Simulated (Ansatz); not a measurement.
The system is EuO.

```
Eu O
1.0
     0.00000    2.57195    2.57195
     2.57195    0.00000    2.57195
     2.57195    2.57195    0.00000
Eu O
1 1
Direct
  0.00000 0.00000 0.00000
  0.50000 0.50000 0.50000
```

- Program: Ansatz 0.2.0
- Task: relaxation of cell and atoms
- Functional: PBEsol
- Dispersion: D3(BJ)
- Potentials or basis: Ansatz PAW
- Cutoff: 420 eV (not typed: the program's choice for these potentials)
- k mesh: 9 × 9 × 9
- Occupations: fermi-dirac, width 0.05 eV
- Spin: collinear spin, ferromagnetic start
- Starting moments: [7.0, 0.0] μB

At the start: volume 17.01 Å³/atom.

Problem. Where does the relaxation end?

Solution. It ends after 7 steps and the volume is 14.84 Å³/atom (-12.8 %); space group Fm-3m (No. 225, to 0.05 Å); moment 6.85 μB per cell.

Step by step:
| step | energy change (eV) | largest force (eV/Å) | volume (Å³) |
| --- | --- | --- | --- |
| 1 | 0.0000 | 0.0000 | 34.03 |
| 2 | -0.1894 | 0.0000 | 29.29 |
| 3 | -0.1902 | 0.0000 | 29.90 |
| 4 | -0.1908 | 0.0000 | 29.77 |
| 5 | -0.1835 | 0.0000 | 29.77 |
| 6 | -0.1840 | 0.0000 | 29.67 |
| 7 | -0.1839 | 0.0000 | 29.67 |

Final structure:
```cif
data_structure
_symmetry_space_group_name_H-M 'P 1'
_symmetry_Int_Tables_number 1
_cell_length_a 3.4750
_cell_length_b 3.4750
_cell_length_c 3.4750
_cell_angle_alpha 60.000
_cell_angle_beta 60.000
_cell_angle_gamma 60.000
_cell_volume 29.67
loop_
_atom_site_label
_atom_site_type_symbol
_atom_site_fract_x
_atom_site_fract_y
_atom_site_fract_z
_atom_site_occupancy
Eu1 Eu 0.00000 0.00000 0.00000 1
O1 O 0.50000 0.50000 0.50000 1
```

Caveat: the plane-wave basis is chosen anew once the cell has moved, so the energies of steps on either side of that aren't comparable; the pressure holds a Pulay correction of +0.5 GPa for the finite cutoff; the volume moved by -13 % from the deposited cell, more than functionals usually miss; a cell with one magnetic atom can't hold antiferromagnetic order, which such compounds often take; without U or exact exchange the open f shell lies at the Fermi level, which spoils levels, moments and volumes; the PAW data sets come from PBE, with cores solved anew for the run's functional, which leaves a small shift of forces and pressure.
